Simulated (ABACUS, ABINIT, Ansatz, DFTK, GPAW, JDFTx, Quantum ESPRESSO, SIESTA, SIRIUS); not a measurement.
**Ge: programs and potentials compared**

```
Ge
1.0
     3.99759    0.00000    0.00000
    -1.99879    3.46201    0.00000
     0.00000    0.00000    6.59938
Ge
4
Direct
  0.33333 0.66667 0.93710
  0.66667 0.33333 0.43710
  0.33333 0.66667 0.56290
  0.66667 0.33333 0.06290
```

This isn't the form of Ge at room conditions, which is diamond.

Alike in all runs: task single point; functional PBEsol; k mesh 8 × 8 × 4; occupations fermi-dirac, width 0.05 eV; no spin polarisation; no spin-orbit coupling. Pressure is positive in compression and, in plane waves, holds the error of the finite cutoff.

```csv
program and potentials,plane-wave cutoff (eV),notes,pressure (GPa)
"DFTK, PseudoDojo SR PBEsol 0.4.1 standard (PBEsol)",1061,14 valence electrons an atom on average,-0.04
"Ansatz, all-electron LAPW, scalar-relativistic",-,-,-0.03
"JDFTx, PseudoDojo-SR-PBEsol-0.4.1-standard with smoothed tails",1061,14 valence electrons an atom on average,-0.04
"ABACUS, PseudoDojo NC SR 0.4.1 PBEsol standard, plane waves",1075,14 valence electrons an atom on average,-0.02
"Quantum ESPRESSO, GBRV 1.5 PBEsol",612,14 valence electrons an atom on average,-0.27
"GPAW, PAW data sets generated for this functional",600,4 valence electrons an atom on average,0.25
"SIRIUS, PseudoDojo 0.4.1 PBEsol standard (scalar relativistic)",1078,14 valence electrons an atom on average,-0.02
"SIESTA, files PseudoDojo sr-pbesol-0.4.1-standard, DZP (energy shift 0.003 Ry; two zetas on semicore shells)",-,atomic basis; 14 valence electrons an atom on average,1.26
"ABINIT, PseudoDojo NC SR PBEsol v0.4.1 standard",1061,14 valence electrons an atom on average,-0.04
```

The pressure spans -0.27 (Quantum ESPRESSO, GBRV 1.5 PBEsol) to 1.26 GPa (SIESTA, files PseudoDojo sr-pbesol-0.4.1-standard, DZP (energy shift 0.003 Ry; two zetas on semicore shells)), with all-electron results at -0.03. Rows in atomic bases carry the error of their basis and grid, which can be large.

The functional is the same throughout but for its coding, so the spread measures potentials, basis and numerics; runs on potential files found faulty are left out.
